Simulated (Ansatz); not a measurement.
Reactions of C₂H₂Cl₂F₂ (`FC(F)C(Cl)Cl`).

Gas-phase electronic energies from Ansatz, PBE0-D4/def2-TZVP geometries. CBS: MP2 limit from def2 TZ/QZ plus the TZ coupled-cluster correction, frozen cores. This one scheme is used for every species, atoms too. Functionals use def2-TZVPP. No spin–orbit coupling; open shells (•) take unrestricted orbitals. Spin–orbit coupling would lower the free atoms: a little for C, Cl, F. def2 core potentials past Kr. For I outer-core shells are correlated without core-valence functions, so the limit isn't a true one: a few kJ/mol of doubt a bond, and 10 to 20 or more in all where bonds break to atoms. One conformer a species, not always the lowest.

| reaction | CCSD(T)/CBS(def2) (kcal/mol) |
| --- | --- |
| `FC(F)C(Cl)Cl` + trifluoromethane → `FC(F)(F)C(Cl)Cl` + difluoromethane | 3.6 |
| `FC(F)C(Cl)Cl` + H–F → trifluoromethane + `ClCCl` | ? |
| `FC(F)C(Cl)Cl` → `FC(Cl)Cl` + `[CH]F` | 95.9 |
| `FC(F)C(Cl)Cl` → `F[C]F` + `ClCCl` | ? |
| `FC(F)C(Cl)Cl` + `CC(F)CF` → `CC(F)(CF)C(F)F` + `ClCCl` | -3.1 |
| `FC(F)C(Cl)Cl` → `Cl[C]Cl` + difluoromethane | 74.2 |
| `FC(F)C(Cl)Cl` + HI → `FC(F)C(Cl)I` + HCl | ? |
| `FC(F)C(Cl)Cl` + H₂O → `OC(Cl)Cl` + difluoromethane | 8.7 |
| `FC(F)C(Cl)Cl` → 2 C• + 2 Cl• + 2 F• + 2 H• | 687.6 |

Problem. Fill in the missing values. (An estimate is asked.)

Solution. Computed: `FC(F)C(Cl)Cl` + H–F → trifluoromethane + `ClCCl`: +0.3 kcal/mol; `FC(F)C(Cl)Cl` → `F[C]F` + `ClCCl`: +58.7 kcal/mol; `FC(F)C(Cl)Cl` + HI → `FC(F)C(Cl)I` + HCl: -4.7 kcal/mol.

Largest T1 diagnostic: 0.020, for `Cl[C]Cl`.
